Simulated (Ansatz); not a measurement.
BN under strain

These are results of Ansatz 0.2.0, DFT r2SCAN, scalar-relativistic, plane waves, PAW, not measurements. Run with 500 eV cutoff, 12×12×4 k-mesh, Gaussian smearing of 0.02 eV, no spin polarisation.

Starting point, cell and atoms relaxed:

```xyz
4
Lattice="2.5009 0.0000 0.0000 -1.2505 2.1659 0.0000 0.0000 0.0000 6.8743" Properties=species:S:1:pos:R:3 pbc="T T T"
B     0.0000    1.4439    1.7186
B     1.2505    0.7220    5.1557
N     0.0000    1.4439    5.1557
N     1.2505    0.7220    1.7186
```

Deformation: biaxial strain in the a-b plane, with the length and tilt of c and the atoms relaxed, all within the symmetry that the strain leaves. Energies are extrapolated to zero smearing. Stress is positive in compression, on the Cartesian axes of the cell above. Gaps are generalised Kohn–Sham gaps over the whole zone.

Strains computed: -6.0, -4.0, -2.0, +2.0, +4.0, +6.0 %.

Task: At which strain does the energy stand 193.2 meV/atom over the relaxed crystal with σxx = -48.71, σyy = -48.71, σzz = 0.00 GPa?

Result: +6.0 %. The gap there is 4.51 eV against 4.89 unstrained.